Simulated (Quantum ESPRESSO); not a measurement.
Runs of Quantum ESPRESSO 7.5 on CoO. The structure is trigonal, space group R3m (No. 160). Conventional cell: a = 3.204 Å, b = 3.204 Å, c = 7.699 Å, α = 90.00°, β = 90.00°, γ = 120.00°. Co (site symmetry 3m) is surrounded by 4 O at 1.91 to 1.96 Å. O (site symmetry 3m) has 4 Co at 1.91 to 1.96 Å as nearest neighbours. Measurements of this composition are mostly on another form, of space group No. 225.

```csv
spin,gap on the mesh (eV),pressure (GPa),moment (μB),largest force (eV/Å)
"collinear, ferromagnetic start",0.45,10.9,3.00,0.45
off,none,(a),-,0.19
"non-collinear, random start",0.45,11.0,3.00,0.45
"collinear, random start",0.45,10.9,3.00,0.45
```

Alike in all rows: task projected density of states; level PBEsol+U; potentials or basis GBRV 1.5 PBEsol; Co d U = 5.3 eV; cell as given; k mesh 4 × 4 × 4; cutoff (eV) 762; smearing fermi-dirac 0.05 eV; the mesh is coarse, so values aren't converged.

Fill in the values left out.

(a) -18.1.

Caveats: all runs use coarse meshes; a cell with one magnetic atom can't hold antiferromagnetic order, which such compounds often take (some runs); an odd number of electrons without spin polarisation forces a metal (some runs); a magnetic or distorted state may lie lower (some runs); U without spin polarisation on a metal has little footing (some runs); non-collinear GGA energies in this program can be off by tens of meV an atom and hang on the start (some runs).

A gap of «none» marks a metal or a gap under the smearing width.
